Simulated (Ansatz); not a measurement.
HfH₂ under strain

Level of theory: DFT PBEsol, scalar-relativistic, plane waves, PAW in Ansatz. (420 eV cutoff, 10×10×8 k-mesh, Gaussian smearing of 0.10 eV, no spin polarisation)

Starting point, cell and atoms relaxed:

```yaml
crystal:
  lattice:
    - [3.46427, 0.00000, 0.00000]
    - [0.00000, 3.46427, 0.00000]
    - [0.00000, 0.00000, 4.23767]
  atoms:
    - { symbol: Hf, position: [0.00000, 0.00000, 0.00000] }
    - { symbol: Hf, position: [0.50000, 0.50000, 0.50000] }
    - { symbol: H, position: [0.00000, 0.50000, 0.25000] }
    - { symbol: H, position: [0.50000, 0.00000, 0.25000] }
    - { symbol: H, position: [0.50000, 0.00000, 0.75000] }
    - { symbol: H, position: [0.00000, 0.50000, 0.75000] }
```

Deformation: uniaxial strain along c, with the lengths of a and b and the atoms relaxed and the angles held, all within the symmetry that the strain leaves. Energies are extrapolated to zero smearing. On this cell's mesh the reference holds a stress of up to 0.36 GPa.

Spin–orbit coupling is left out, which can shift energies with elements as heavy as these.

```csv
strain (%),ΔE (meV/atom),a (Å),b (Å),c (Å)
-3.0,2.2,3.498,3.498,4.111
-2.0,0.8,3.487,3.487,4.153
-1.0,0.1,3.476,3.476,4.195
+0.0,0.0,3.464,3.464,4.238
+1.0,0.6,3.454,3.454,4.280
+2.0,1.8,3.443,3.443,4.322
+3.0,3.3,3.430,3.430,4.365
```

Problem. Does one stiffness describe the whole range?

Solution. No: the innermost pair of points gives (1/V) d²E/dε² = 126 GPa and a cubic fit over all points 114 GPa, so terms beyond the third order count over this range. The innermost energies differ by about a meV/atom, within the error of mesh and smearing, so the first value is uncertain.

Problem. How does the free axis a answer a small strain?

Solution. Between the innermost points its strain is -0.31 times the applied one.